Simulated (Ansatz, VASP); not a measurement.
## NaCl (Halite) in two plane-wave programs

Wanted: the spread between two codes on one cell, functional and k mesh.

Program: Ansatz 0.2.0. Level of theory: plane waves, with VASP 6.6.1 beside it; band structure at LDA, band structure at PBE and dielectric response at LDA. Results are calculated unless marked as measured.

## Step 1: The structure

The structure is cubic, space group Fm-3m (No. 225). Conventional cell: a = 5.641 Å, b = 5.641 Å, c = 5.641 Å, α = 90.00°, β = 90.00°, γ = 90.00°. Cl has 6 Na at 2.82 Å nearest. Na has 6 Cl at 2.82 Å nearest. Farther neighbours and most contacts between anions are not listed.

As a file:

```cif
data_structure
_symmetry_space_group_name_H-M 'Fm-3m'
_symmetry_Int_Tables_number 225
_cell_length_a 5.6406
_cell_length_b 5.6406
_cell_length_c 5.6406
_cell_angle_alpha 90.000
_cell_angle_beta 90.000
_cell_angle_gamma 90.000
_cell_volume 179.46
loop_
_atom_site_label
_atom_site_type_symbol
_atom_site_symmetry_multiplicity
_atom_site_Wyckoff_symbol
_atom_site_fract_x
_atom_site_fract_y
_atom_site_fract_z
_atom_site_occupancy
Cl1 Cl 4 b 0.50000 0.00000 0.00000 1
Na1 Na 4 a 0.00000 0.00000 0.00000 1
```

## Step 2: VASP: band structure, LDA

Levels along a path test the potential and the projectors away from the mesh points.

Lines of VASP's logs that name or quote its potential files are left out, and so is its time.

File INCAR:

```
SYSTEM = NaCl
PREC = Accurate
ENCUT = 350
EDIFF = 1E-06
NELM = 100
ISMEAR = 0
SIGMA = 0.03
LREAL = .FALSE.
ALGO = Normal
GGA = CA
NBANDS = 19
LORBIT = 11
LWAVE = .FALSE.
LCHARG = .FALSE.
KPAR = 4
```

File POSCAR:

```
NaCl
1.0
    0.0000000000      2.8202800000      2.8202800000
    2.8202800000      0.0000000000      2.8202800000
    2.8202800000      2.8202800000      0.0000000000
Cl Na
1 1
Direct
    0.5000000000      0.5000000000      0.5000000000
    0.0000000000      0.0000000000      0.0000000000
```

File KPOINTS:

```
Automatic mesh
0
Gamma
6 6 6
0 0 0
```

File KPOINTS_OPT:

```
Line mode
10
Line-mode
Reciprocal
  0.00000000   0.00000000   0.00000000 GAMMA
  0.50000000   0.00000000   0.50000000 X

  0.50000000   0.00000000   0.50000000 X
  0.50000000   0.25000000   0.75000000 W

  0.50000000   0.25000000   0.75000000 W
  0.37500000   0.37500000   0.75000000 K

  0.37500000   0.37500000   0.75000000 K
  0.00000000   0.00000000   0.00000000 GAMMA

  0.00000000   0.00000000   0.00000000 GAMMA
  0.50000000   0.50000000   0.50000000 L

  0.50000000   0.50000000   0.50000000 L
  0.62500000   0.25000000   0.62500000 U

  0.62500000   0.25000000   0.62500000 U
  0.50000000   0.25000000   0.75000000 W

  0.50000000   0.25000000   0.75000000 W
  0.50000000   0.50000000   0.50000000 L

  0.50000000   0.50000000   0.50000000 L
  0.37500000   0.37500000   0.75000000 K

  0.62500000   0.25000000   0.62500000 U
  0.50000000   0.00000000   0.50000000 X
```

PAW data sets: Cl and Na_pv (LDA family, release 64).

Launch:

```console
$ mpirun -np 4 vasp_std
```

Numbers of over 12 decimals in the logs are rounded to 6 here.

Log:

```text
[banner, memory and clock lines left out]
running    4 mpi-ranks, on    1 nodes
 distrk:  each k-point on    1 cores,    4 groups
 distr:  one band on    1 cores,    1 groups

 POSCAR found type information on POSCAR ClNa
 POSCAR found :  2 types and       2 ions
 LDA part: xc-table for (Slater(with rela. corr.)+CA(PZ))
 , standard interpolation
 POSCAR, INCAR and KPOINTS ok, starting setup
 FFT: planning ... GRIDC
 FFT: planning ... GRID_SOFT
 FFT: planning ... GRID
 WAVECAR not read
 entering main loop
       N       E                     dE             d eps       ncg     rms          rms(c)
DAV:   1     0.846170936265E+02    0.84617E+02   -0.53720E+03   624   0.555E+02
DAV:   2    -0.195987969288E+01   -0.86577E+02   -0.80939E+02   684   0.182E+02
DAV:   3    -0.749343343524E+01   -0.55336E+01   -0.54995E+01   747   0.477E+01
DAV:   4    -0.755507887042E+01   -0.61645E-01   -0.61616E-01   754   0.515E+00
DAV:   5    -0.755597992229E+01   -0.90105E-03   -0.90101E-03   725   0.648E-01    0.197E+00
DAV:   6    -0.737735687207E+01    0.17862E+00   -0.18334E-01   777   0.239E+00    0.139E+00
DAV:   7    -0.735769845467E+01    0.19658E-01   -0.42282E-02   838   0.103E+00    0.972E-01
DAV:   8    -0.735603605159E+01    0.16624E-02   -0.63955E-03   701   0.527E-01    0.402E-01
DAV:   9    -0.735574190477E+01    0.29415E-03   -0.36233E-04   693   0.103E-01    0.178E-01
DAV:  10    -0.735572048110E+01    0.21424E-04   -0.14180E-04   773   0.664E-02    0.268E-02
DAV:  11    -0.735571878232E+01    0.16988E-05   -0.66560E-06   736   0.187E-02    0.339E-03
DAV:  12    -0.735571883424E+01   -0.51917E-07   -0.16029E-07   403   0.286E-03
   1 F= -.73557188E+01 E0= -.73557188E+01  d E =-.755274E-25
 Start KPOINTS_OPT (optional k-point list driver)
k-point batch [1-16\100]
       N       E                     dE             ncg
DAV:   1    -0.114394348773E+04   -0.58151E+04      624
DAV:   2    -0.257746056074E+04   -0.14335E+04      693
DAV:   3    -0.266973139833E+04   -0.92271E+02      743
DAV:   4    -0.267078606619E+04   -0.10547E+01      732
DAV:   5    -0.267080039498E+04   -0.14329E-01      735
DAV:   6    -0.267080071950E+04   -0.32452E-03      753
DAV:   7    -0.267080072854E+04   -0.90390E-05      750
DAV:   8    -0.267080072877E+04   -0.23320E-06      545
[...]
k-point batch [97-100\100]
       N       E                     dE             ncg
DAV:   1     0.459133188721E+04   -0.21892E+04      152
DAV:   2     0.423698344699E+04   -0.35435E+03      203
DAV:   3     0.421453428298E+04   -0.22449E+02      166
DAV:   4     0.421428012395E+04   -0.25416E+00      192
DAV:   5     0.421427643240E+04   -0.36915E-02      176
DAV:   6     0.421427634261E+04   -0.89793E-04      186
DAV:   7     0.421427633985E+04   -0.27581E-05      184
DAV:   8     0.421427633977E+04   -0.77313E-07      146
```

From OUTCAR (step 2):

```text
ion  position               nearest neighbor table
   1  0.500  0.500  0.500-
   2  0.000  0.000  0.000-

  LATTYP: Found a face centered cubic cell.
 ALAT       =     5.6405600000

 Subroutine GETGRP returns: Found 48 space group operations
 (whereof 48 operations were pure point group operations)

The static configuration has the point symmetry O_h .

 Found     16 irreducible k-points:

   k-points           NKPTS =     16   k-points in BZ     NKDIM =     16   number of bands    NBANDS=     19

   dimension x,y,z NGX =    24 NGY =   24 NGZ =   24
   dimension x,y,z NGXF=    48 NGYF=   48 NGZF=   48

   ENCUT  =  350.0 eV  25.72 Ry    5.07 a.u.   6.08  6.08  6.08*2*pi/ulx,y,z

   NELECT =      14.0000    total number of electrons

 k-points in reciprocal lattice and weights: Automatic mesh
   0.00000000  0.00000000  0.00000000       0.005
   0.16666667  0.00000000  0.00000000       0.037
   0.33333333  0.00000000  0.00000000       0.037
   0.50000000  0.00000000  0.00000000       0.019
   0.16666667  0.16666667  0.00000000       0.028
   0.33333333  0.16666667  0.00000000       0.111
   0.50000000  0.16666667  0.00000000       0.111
  -0.33333333  0.16666667  0.00000000       0.111
  -0.16666667  0.16666667  0.00000000       0.056
[...]
-0.33333333  0.33333333  0.16666667       0.111
  -0.33333333  0.50000000  0.16666667       0.056

 average (electrostatic) potential at core
       1 -97.6595       2 -46.1181

 E-fermi :  -0.7399

 k-point     1 :       0.0000    0.0000    0.0000
  band No.  band energies     occupation
    ...
      3     -21.7214      2.00000
      4     -13.5350      2.00000
      5      -0.9510      2.00000
      6      -0.9510      2.00000
      7      -0.9510      2.00000
      8       3.7447      0.00000
      9       9.8967      0.00000
     10       9.8967      0.00000
     11       9.8967      0.00000
     12      12.1269      0.00000
    ...

 k-point     2 :       0.1667    0.0000    0.0000
  band No.  band energies     occupation
    ...
      3     -21.7220      2.00000
      4     -13.4501      2.00000
      5      -1.5935      2.00000
      6      -1.0230      2.00000
      7      -1.0230      2.00000
      8       4.5835      0.00000
      9       9.0639      0.00000
     10      10.1770      0.00000
     11      10.1770      0.00000
     12      11.7602      0.00000
    ...

 k-point     3 :       0.3333    0.0000    0.0000
  band No.  band energies     occupation
    ...
      3     -21.7232      2.00000
      4     -13.2725      2.00000
      5      -2.5654      2.00000
      6      -1.1602      2.00000
      7      -1.1602      2.00000
      8       5.7139      0.00000
      9       8.7934      0.00000
     10       9.9638      0.00000
     11       9.9638      0.00000
     12      12.8582      0.00000
    ...

  Total       -0.7016641     -0.7016641     -0.7016641      0.0000000     -0.0000000      0.0000000
  in kB      -25.0572358    -25.0572358    -25.0572358      0.0000000     -0.0000000      0.0000000
  external PRESSURE =     -25.0572358 kB  Pullay stress =       0.0000000 kB

  energy-cutoff  :      350.00
  volume of cell :       44.86
      direct lattice vectors                 reciprocal lattice vectors
     0.000000000  2.820280000  2.820280000    -0.177287362  0.177287362  0.177287362
     2.820280000  0.000000000  2.820280000     0.177287362 -0.177287362  0.177287362
     2.820280000  2.820280000  0.000000000     0.177287362  0.177287362 -0.177287362

 POSITION                                       TOTAL-FORCE (eV/Angst)
 -----------------------------------------------------------------------------------
      2.82028      2.82028      2.82028         0.000000     -0.000000      0.000000
      0.00000      0.00000      0.00000        -0.000000      0.000000     -0.000000
 -----------------------------------------------------------------------------------
    total drift:                                0.000000     -0.000000     -0.000000

  FREE ENERGIE OF THE ION-ELECTRON SYSTEM (eV)
  ---------------------------------------------------
  free  energy   TOTEN  =        -7.3557188342 eV

  energy  without entropy=       -7.3557188342  energy(sigma->0) =       -7.35571883

 total charge
# of ion       s       p       d       tot
------------------------------------------
    1        1.584   3.542   0.000   5.125
    2        0.045   5.977   0.000   6.022
--------------------------------------------------
tot          1.629   9.518   0.000  11.147

[... 3 further parts left out ...]
```

The run ends at a pressure of -2.51 GPa.

## Step 3: Ansatz: band structure, LDA

Ansatz runs on its default PAW (the set named soft_2) files.

The same cell, functional (in two slightly different forms), mesh and smearing now go to Ansatz, which takes its cutoff from its data sets.

File input.yaml:

```yaml
crystal:
  lattice:
    - [0.0, 2.82028, 2.82028]
    - [2.82028, 0.0, 2.82028]
    - [2.82028, 2.82028, 0.0]
  atoms:
    - { symbol: Cl, position: [0.5, 0.5, 0.5] }
    - { symbol: Na, position: [0.0, 0.0, 0.0] }
hamiltonian:
  xc: lda
  pseudopotentials: { kind: paw }
kpoints:
  mp_grid: { grid: [6, 6, 6] }
  band_path:
    path:
      - [0.0, 0.0, 0.0]
      - [0.16667, 0.0, 0.16667]
      - [0.33333, 0.0, 0.33333]
      - [0.5, 0.0, 0.5]
      - [0.5, 0.08333, 0.58333]
      - [0.5, 0.19444, 0.69444]
      - [0.5, 0.25, 0.75]
      - [0.45833, 0.29167, 0.75]
      - [0.40278, 0.34722, 0.75]
      - [0.375, 0.375, 0.75]
      - [0.20833, 0.20833, 0.41667]
      - [0.08333, 0.08333, 0.16667]
      - [0.0, 0.0, 0.0]
      - [0.22222, 0.22222, 0.22222]
      - [0.38889, 0.38889, 0.38889]
      - [0.51389, 0.47222, 0.51389]
      - [0.55556, 0.38889, 0.55556]
      - [0.61111, 0.27778, 0.61111]
      - [0.61111, 0.25, 0.63889]
      - [0.56944, 0.25, 0.68056]
      - [0.51389, 0.25, 0.73611]
      - [0.5, 0.27778, 0.72222]
      - [0.5, 0.38889, 0.61111]
      - [0.5, 0.47222, 0.52778]
      - [0.48611, 0.48611, 0.52778]
      - [0.43056, 0.43056, 0.63889]
      - [0.38889, 0.38889, 0.72222]
      - [0.59722, 0.19444, 0.59722]
      - [0.55556, 0.11111, 0.55556]
      - [0.5, 0.0, 0.5]
    npoints: 1
scf:
  occupations: { method: gaussian, width: 0.03 }
  n_extra_bands: 7
output:
  forces: true
  stress: true
  eigenvalues: true
  write_density: true
  write_potential: true
  elf: true
  volumetric_format: npy
```

Launch:

```console
$ ansatz run input.yaml --threads 2 --pin off --max-ram 4608MiB --backend cpu --events-out ev --progress --plain --runs-dir out
```

Log:

```text
scf.n_extra_bands = 7 over 8 filled bands (N_el = 16.0): the run solves 15 bands
Engine: ansatz 0.2.0, x86_64-unknown-linux-gnu
Pseudopotentials: kind: paw
Pseudopotential: Cl, paw, valence charge 7, recommended cutoff 420 eV (normal), Cl.paw.azcp
Pseudopotential: Na, paw, valence charge 9, recommended cutoff 420 eV (normal), Na.paw.azcp
Functional definition: SPW92
  exchange = slater_x
  correlation = pw_c
Crystal: 2 atoms, lattice volume = 44.865 Å³
Basis set: ecut = 420 eV, 893 PW (Γ)
Bands: 15, of which v1, the nominal top of the filled ones, is band 8 counted from 1 (7 counted from 0)
Symmetry: 48 space group operations
Space group: Fm-3m (ITA 225), of the structure as read, at distance tolerance 3.6e-5 Å
k-points: 16 of 216
Non-local potential: Cl, projectors of the file, l = 0: 2, l = 1: 2, l = 2: 2
Non-local potential: Na, projectors of the file, l = 0: 3, l = 1: 2, l = 2: 1
PAW form: soft (Blöchl's): semilocal exchange-correlation on the pseudo side does not see the compensation charge
PAW frozen core: Cl, regenerated for the run's functional, and the local potential with it (the file was generated under x = pbe(κ = 0.804, μ = 0.219515), c = pbe(β = 0.066725))
PAW frozen core: Na, regenerated for the run's functional, and the local potential with it (the file was generated under x = pbe(κ = 0.804, μ = 0.219515), c = pbe(β = 0.066725))
PAW one-centre angular grid: Cl, 110 points (default); XC on 64 Gauss nodes
PAW one-centre angular grid: Na, 110 points (default); XC on 64 Gauss nodes
Initial density: superposition of atomic densities (neutral atoms: chi_scale 0, normalization atom), corrected by the library's trained network
Initial wavefunctions: pseudopotential atomic-orbital guess
Functional: x = slater, c = lda
SCF iter   1: F=—  HF=-2514.307954 eV  |F-HF|=—  |Δ(HF+E_count)|=         —  Δρ=7.09e-3  dr2=1.65e-2  ethr=1.77e-3  ⟨swp⟩=5.9  Hψ=1309  notcnv=0
preconditioner: auto → none  [insulator: Δε(μ)=4.591 eV  Ē_g=22.777 eV  σ=0.030 eV  W_gap=1.00  n_scr=14 (ndim 8)  ℏωp=20.7 eV  f_vac=0.033  D(μ)=0.00/eV (n_scr^D=0)  ε∞_Penn≈1.8]
SCF iter   2: F=—  HF=-2514.298491 eV  |F-HF|=—  |Δ(HF+E_count)|=   9.46e-3  Δρ=2.53e-3  dr2=2.02e-3  ethr=1.03e-4  ⟨swp⟩=2.9  Hψ=573  notcnv=0  defer=31
SCF iter   3: F=—  HF=-2514.297813 eV  |F-HF|=—  |Δ(HF+E_count)|=   6.79e-4  Δρ=6.45e-4  dr2=1.19e-4  ethr=1.26e-5  ⟨swp⟩=2.7  Hψ=323  notcnv=0  defer=31
SCF iter   4: F=—  HF=-2514.297793 eV  |F-HF|=—  |Δ(HF+E_count)|=   1.96e-5  Δρ=3.09e-4  dr2=6.96e-5  ethr=7.43e-7  ⟨swp⟩=2.0  Hψ=272  notcnv=0  defer=31
SCF iter   5: F=—  HF=-2514.297771 eV  |F-HF|=—  |Δ(HF+E_count)|=   2.20e-5  Δρ=4.73e-5  dr2=1.72e-6  ethr=4.35e-7  ⟨swp⟩=2.0  Hψ=253  notcnv=0  defer=31
SCF iter   6: F=—  HF=-2514.297770 eV  |F-HF|=—  |Δ(HF+E_count)|=   4.10e-7  Δρ=1.68e-5  dr2=1.73e-7  ethr=1.07e-8  ⟨swp⟩=2.0  Hψ=272  notcnv=0  defer=31
SCF iter   7: F=-2514.297770 eV  HF=-2514.297770 eV  |F-HF|=2.64e-9  |Δ(HF+E_count)|=   6.30e-8  Δρ=2.31e-6  dr2=3.23e-9  ethr=6.25e-10  ⟨swp⟩=11.9  Hψ=1268  notcnv=0
SCF 1 converged in 7 iterations: F = -2514.297770 eV  dr2 = 3.23e-9
  greatest PAW one-centre occupation: 0.999 electrons in one spin orbital (limit 2), on the Na atom at site 1 (counted from 0), in its partial waves of l = 0
NSCF: frozen V_eff on 30 k-points
SCF converged after 7 iterations
Free energy (F): -2514.297770 eV
Harris-Foulkes:  -2514.297770 eV  (|F-HF|=2.64e-9)
Internal energy: -2514.297770 eV  (E = F + TS)
E sigma→0 (E₀):  -2514.297770 eV
Fermi energy:    3.204773 eV
--- Per-component energies (eV) ---
  E_band       = -237.353769
  E_kinetic    = 282.128115
  E_local      = -1530.141934  (includes V_loc(G=0)·N_el)
  E_nonlocal   = 146.763440
  E_hartree    = 536.995842
  E_xc         = -144.359761
  E_vxc        = -171.493408  (∫ρ·V_xc dr)
  E_paw        = -869.954250  (= ΣΔE_a)
  E_vpaw       = -38.600956  (= ΣTr[D̂ρ^β])
  E_aug_tail   = 0.000103  (compensation charges beyond the density's cutoff)
  E_ewald      = -936.060707
  E_core_change = 0.331382  (= ΣΔE_core)
  E_smearing   = -0.000000  (= −TS)
  E_closure    = 0.000000  (closes the sum)
  Σ components = -2514.297770   (vs F -2514.297770, Δ=0.00e0)
--- Forces (eV/Å), atoms counted from 1 ---
  atom   1  Cl     0.00000000    -0.00000000    -0.00000000
  atom   2  Na    -0.00000000     0.00000000    -0.00000000
  max |Σ_I F_I| component: 6.38e-30 eV/Å
--- Stress (GPa, compression-positive) ---
       -2.437450      -0.000000       0.000000
       -0.000000      -2.437450      -0.000000
       -0.000000       0.000000      -2.437450
  P = ⅓ Tr σ = -2.4375 GPa (-24.375 kbar)
--- Band table (eV; the first three rows and the last of 16) ---
  k-point 0: bands = [... 4 lower, -11.7480, 0.8592, 0.8592, 0.8592, 5.5501, 11.6161, 11.6161, 11.6161, ... 3 higher]
  k-point 1: bands = [... 4 lower, -11.6645, 0.2181, 0.7875, 0.7875, 6.3891, 10.8200, 11.8929, 11.8929, ... 3 higher]
  k-point 2: bands = [... 4 lower, -11.4898, -0.7511, 0.6510, 0.6510, 7.5160, 10.5814, 11.6859, 11.6859, ... 3 higher]
  k-point 15: bands = [... 4 lower, -11.3352, -0.6442, -0.0950, 0.1095, 8.8686, 9.3945, 10.9983, 12.5186, ... 3 higher]
```

It took 7 s on 2 threads of AMD EPYC 7R13 (Zen 3), shared host; peak memory 0.29 GiB.

Reading the cycles: dr2 is the Hartree energy of the density residual (eV), the measure of convergence; HF is the Harris–Foulkes estimate of the energy, which meets the free energy F at convergence.

## Step 4: Differences

Known differences besides the potentials themselves: the two LDA forms differ slightly; the data sets hold 16 valence electrons in Ansatz (default PAW (the set named soft_2) files) and 14 in VASP; the cutoff is 420 eV in Ansatz and 350 eV in VASP; VASP's log shows a relativistic correction to its local exchange, Ansatz's none. Total energies have different zeros and are not compared.

The two programs side by side:

```
                     quantity  Ansatz   VASP  difference
               pressure (GPa)   -2.44  -2.51       +0.07
gap over the path points (eV)   4.691  4.696      -0.005
```

Levels at points of the path, from each program's valence-band top (eV; 3 filled, then empty):

```
k (reciprocal lattice)                             Ansatz                               VASP
     0.000 0.000 0.000    0.00 0.00 0.00 4.69 10.76 10.76    0.00 0.00 0.00 4.70 10.85 10.85
     0.167 0.000 0.167  -0.66 -0.17 -0.17 5.80 9.51 11.38  -0.66 -0.17 -0.17 5.81 9.56 11.47
     0.333 0.000 0.333  -1.47 -0.48 -0.48 7.25 8.18 10.15  -1.48 -0.48 -0.48 7.26 8.21 10.18
     0.500 0.000 0.500  -1.74 -0.62 -0.62 7.15 7.71 10.93  -1.74 -0.62 -0.62 7.17 7.74 10.93
     0.500 0.083 0.583  -1.68 -0.72 -0.67 7.39 7.93 10.72  -1.68 -0.72 -0.67 7.42 7.96 10.72
     0.500 0.194 0.694   -1.42 -1.05 -0.77 8.23 8.79 9.89   -1.43 -1.05 -0.77 8.26 8.82 9.91
     0.500 0.250 0.750   -1.24 -1.24 -0.79 8.46 9.34 9.34   -1.25 -1.25 -0.79 8.49 9.37 9.37
     0.458 0.292 0.750   -1.37 -1.16 -0.72 8.33 8.91 9.75   -1.37 -1.16 -0.72 8.36 8.94 9.78
     0.403 0.347 0.750  -1.46 -1.17 -0.55 7.93 8.70 10.13  -1.46 -1.17 -0.55 7.95 8.72 10.15
     0.375 0.375 0.750  -1.47 -1.17 -0.52 7.85 8.68 10.19  -1.48 -1.17 -0.52 7.88 8.71 10.21
```

Among the levels compared at these points, filled levels agree within 6 meV and empty ones within 94 meV.

(Continued in part 2 of 2.)

[Lines on the potential files, build, host, timing and source positions are cut from VASP's logs without a mark.]

[Logs are printed without paths, hosts, clocks, repeated set-up lines and the standing remarks that a program may print on its own settings, such as how far it seeks lower states.]

[Hosts, paths, dates, database ids (printed as entryN), source tags and the programs' standing remarks are cut or masked in the printed files.]
